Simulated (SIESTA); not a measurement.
The system is Bi2Se3 (Paraguanajuatite).

```xyz
5
Lattice="2.0715 1.1960 9.5453 -2.0715 1.1960 9.5453 0.0000 -2.3920 9.5453" Properties=species:S:1:pos:R:3 pbc="T T T"
Bi    0.0000    0.0000   17.1587
Bi    0.0000    0.0000   11.4773
Se    0.0000    0.0000   22.5738
Se    0.0000    0.0000    6.0622
Se    0.0000    0.0000    0.0000
```

Base run:

- Program: SIESTA 5.4.2
- Functional: PBE
- Potentials or basis: PseudoDojo 0.4 standard (PBE files)
- Basis: TZDP (energy shift 0.003 Ry; two zetas on semicore shells)
- Grid cutoff: 500 Ry
- Energy shift: 0.003 Ry
- k mesh: 8 × 8 × 8
- Occupations: fermi-dirac, width 0.05 eV
- Spin: no spin polarisation

Its results: band gap on the k mesh 0.22 eV, direct; pressure 3.9 GPa; largest force 0.392 eV/Å.

Question: The run is repeated on the same cell with these changes: functional from PBE to RPBE; basis from TZDP (energy shift 0.003 Ry; two zetas on semicore shells) to DZP (energy shift 0.003 Ry; two zetas on semicore shells). What comes out?

Answer: Band gap on the k mesh 0.28 eV, direct; pressure 6.0 GPa; largest force 0.507 eV/Å.

Several settings changed at once, so the effect can't be laid on one alone.

Caveats: spin-orbit coupling is left out, which as a rule narrows the gap of such compounds by several tenths of an eV; the basis of atomic orbitals isn't converged, which shifts pressures, moduli and gaps; the potentials were made for another functional, which shifts forces and pressure (some runs).
